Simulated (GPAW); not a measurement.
Li2S:

```
S Li
1.0
     0.00000    2.84450    2.84450
     2.84450    0.00000    2.84450
     2.84450    2.84450    0.00000
S Li
1 2
Cartesian
  0.0000 0.0000 0.0000
  4.2668 4.2668 4.2668
  1.4223 1.4223 1.4223
```

Base run:

| Item | Value |
| --- | --- |
| Program | GPAW 26.7.0 |
| Functional | TB-mBJ |
| Potentials or basis | GPAW PAW data sets for LDA (gpaw-data 1.2.1) |
| Cutoff | 800 eV |
| Basis | pw |
| k mesh | 8 × 8 × 8 |
| Occupations | fermi-dirac, width 0.05 eV |
| Spin | no spin polarisation |

Its results: band gap on the k mesh 4.77 eV, indirect (least direct gap 5.68 eV).

Question: The run is repeated on the same cell with these changes: functional from TB-mBJ to LDA; potentials or basis from GPAW PAW data sets for LDA (gpaw-data 1.2.1) to the program's PAW data sets (release 1.2.1) made for this functional. What comes out?

Answer: Band gap on the k mesh 3.16 eV, indirect (least direct gap 4.06 eV).

Caveats: a model potential gives levels but no total energy (some runs).

Not every run made on this cell is shown here.
